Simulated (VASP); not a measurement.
## AgCl: single point with PBEsol

**Experimental background.**

A printed reference work, data compilation reports, for a bulk crystal of AgCl: band gap 3.249 eV (indirect).

AgCl:

```
Ag Cl
1.0
     0.00000    2.77315    2.77315
     2.77315    0.00000    2.77315
     2.77315    2.77315    0.00000
Ag Cl
1 1
Direct
  0.50000 0.50000 0.50000
  0.00000 0.00000 0.00000
```

| Item | Value |
| --- | --- |
| Program | VASP 6.6.1 |
| Task | single point |
| Functional | PBEsol |
| Potentials or basis | VASP PAW PBE potentials, release 64 (Ag, Cl) |
| Cutoff | 520 eV |
| k mesh | 8 × 8 × 8 |
| Occupations | gaussian, width 0.05 eV |
| Spin | no spin polarisation |

```json
{
 "Pressure": "-2.7 GPa",
 "Band gap on the k mesh": "0.73 eV, indirect (least direct gap 3.04 eV)"
}
```

Levels at points of the mesh, in eV from the valence-band top:
```csv
k point,band 5,band 6,band 7,band 8,band 9,band 10,band 11,band 12,band 13,band 14
"(0.00, 0.00, 0.00)",-2.44,-2.44,-2.33,-2.33,-2.33,0.73,10.74,10.74,10.74,12.08
"(0.50, 0.00, 0.00)",-2.10,-2.10,-1.78,0.00,0.00,4.03,6.44,7.53,7.53,13.33
"(0.50, 0.50, 0.00)",-2.81,-2.24,-1.98,-1.98,-1.90,2.24,7.85,8.46,11.35,11.35
```

Run time: 12 s on 1 thread of Intel(R) Xeon(R) 6975P-C (Granite Rapids) (shared host), peak memory 0.16 GiB.

Measured gap of AgCl: 3.249 eV (indirect; a printed reference work, data compilation). This calculation gives 0.73 eV (-2.52 eV). So large a miss can be the level of theory's own, or it may mean another phase, state or a wrong row. Spin-orbit coupling on Ag is left out. The value is that of PBEsol on a finite k mesh, which can miss the band edges, without temperature or zero-point motion. Semilocal functionals fall short of measured gaps as a rule.

Caveat: the PAW data sets were made with another functional, which shifts forces and pressure a little.
